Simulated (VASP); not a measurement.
Crystal: ZnS (Wurtzite-2H).

```
Zn S
1.0
     3.81100    0.00000    0.00000
    -1.90550    3.30042    0.00000
     0.00000    0.00000    6.23400
Zn S
2 2
Direct
  0.66667 0.33333 0.50000
  0.33333 0.66667 0.00000
  0.66667 0.33333 0.88500
  0.33333 0.66667 0.38500
```

- Program: VASP 6.6.1
- Task: relaxation of cell and atoms
- Functional: PBE
- Dispersion: rVV10
- Potentials or basis: VASP PAW PBE potentials, release 64 (Zn, S)
- Cutoff: 600 eV
- k mesh: 8 × 8 × 5
- Occupations: fermi-dirac, width 0.05 eV
- Spin: no spin polarisation

At the start: pressure 1.4 GPa; volume 19.60 Å³/atom.

Problem. Where does the relaxation end?

Solution. Over 9 steps the energy falls by 6.7 meV/atom and the volume is 19.92 Å³/atom (+1.6 %); space group P6_3mc (No. 186, to 0.05 Å).

Step by step:
| step | energy change (eV) | largest force (eV/Å) | pressure (GPa) | volume (Å³) |
| --- | --- | --- | --- | --- |
| 1 | 0.0000 | 0.3259 | 1.39 | 78.41 |
| 2 | -0.0203 | 0.0942 | -0.55 | 80.35 |
| 3 | -0.0204 | 0.1138 | -0.40 | 80.18 |
| 4 | -0.0238 | 0.0556 | -0.06 | 79.80 |
| 5 | -0.0249 | 0.0046 | 0.21 | 79.49 |
| 6 | -0.0267 | 0.0132 | 0.04 | 79.66 |
| 7 | -0.0268 | 0.0161 | 0.00 | 79.72 |
| 8 | -0.0268 | 0.0164 | -0.03 | 79.71 |
| 9 | -0.0269 | 0.0021 | -0.01 | 79.68 |

Final structure:
```
Zn S
1.0
     3.82698    0.00000    0.00000
    -1.91349    3.31426    0.00000
     0.00000    0.00000    6.28222
Zn S
2 2
Direct
  0.66667 0.33333 0.50538
  0.33333 0.66667 0.00538
  0.66667 0.33333 0.87962
  0.33333 0.66667 0.37962
```
